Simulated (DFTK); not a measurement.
SiC (Moissanite), 4 atoms in the cell. Symmetry: P6_3mc, No. 186, hexagonal system. Conventional cell: a = 3.076 Å, b = 3.076 Å, c = 5.048 Å, α = 90.00°, β = 90.00°, γ = 120.00°. Si (site symmetry 3m) is surrounded by 4 C at 1.87 to 1.94 Å. C (site symmetry 3m) is surrounded by 4 Si at 1.87 to 1.94 Å. 

```yaml
Program: DFTK 0.8.2
Task: single point
Functional: PBE
Potentials_or_basis: dojo.nc.sr.pbe.v0_4_1.standard.upf (PBE)
Cutoff: 1116 eV
k_mesh: 10 × 10 × 5
Occupations: fermi-dirac, width 0.05 eV
Spin: no spin polarisation
Valence_electrons: C 4, Si 4
SCF_tolerance_on_the_density: 1e-06
```

Potentials or basis: dojo.nc.sr.pbe.v0_4_1.standard.upf (PBE).

Run with:

```bash
$ julia --threads=1 run.jl  # save.jl only writes the numbers to a file and isn't shown; printed stress counts tension as positive; times include loading and compiling
```

Hardware: 1 thread of Intel(R) Xeon(R) Platinum 8488C (Sapphire Rapids), on a shared host.

Question: How long does it take, and how much memory?

Answer: Wall time 3.2 min on 1 thread of Intel(R) Xeon(R) Platinum 8488C (Sapphire Rapids) (shared host), peak memory 2.3 GiB. Counts: scf iterations 10, k points 70, plane waves 3562, bands 13.
